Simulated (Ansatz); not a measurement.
TiB2:

```
Ti B
1.0
     3.02920    0.00000    0.00000
    -1.51460    2.62336    0.00000
     0.00000    0.00000    3.22840
Ti B
1 2
Cartesian
  0.0000 0.0000 0.0000
  1.5146 0.8745 1.6142
  0.0000 1.7489 1.6142
```

```yaml
Program: Ansatz 0.2.0
Task: relaxation of cell and atoms
Functional: RPBE
Dispersion: D4
Potentials_or_basis: Ansatz PAW
Cutoff: "420 eV (not typed: the program's choice for these potentials)"
k_mesh: 10 × 10 × 8
Occupations: fermi-dirac, width 0.05 eV
Spin: no spin polarisation
```

At the start: volume 8.55 Å³/atom.

Question: Where does the relaxation end?

Answer: It ends after 7 steps and the volume is 8.14 Å³/atom (-4.8 %); space group P6/mmm (No. 191, to 0.05 Å).

Step by step:
| step | energy change (eV) | largest force (eV/Å) | volume (Å³) |
| --- | --- | --- | --- |
| 1 | 0.0000 | 0.0000 | 25.66 |
| 2 | -0.0489 | 0.0000 | 24.68 |
| 3 | -0.0522 | 0.0000 | 24.37 |
| 4 | -0.0524 | 0.0000 | 24.42 |
| 5 | -0.0510 | 0.0000 | 24.42 |
| 6 | -0.0510 | 0.0000 | 24.41 |
| 7 | -0.0510 | 0.0000 | 24.41 |

Final structure:
```cif
data_structure
_symmetry_space_group_name_H-M 'P 1'
_symmetry_Int_Tables_number 1
_cell_length_a 2.9973
_cell_length_b 2.9973
_cell_length_c 3.1378
_cell_angle_alpha 90.000
_cell_angle_beta 90.000
_cell_angle_gamma 120.000
_cell_volume 24.41
loop_
_atom_site_label
_atom_site_type_symbol
_atom_site_fract_x
_atom_site_fract_y
_atom_site_fract_z
_atom_site_occupancy
Ti1 Ti 0.00000 0.00000 0.00000 1
B1 B 0.66667 0.33333 0.50000 1
B2 B 0.33333 0.66667 0.50000 1
```

Caveat: the plane-wave basis is chosen anew once the cell has moved, so the energies of steps on either side of that aren't comparable; the PAW data sets come from PBE, with cores solved anew for the run's functional, which leaves a small shift of forces and pressure.
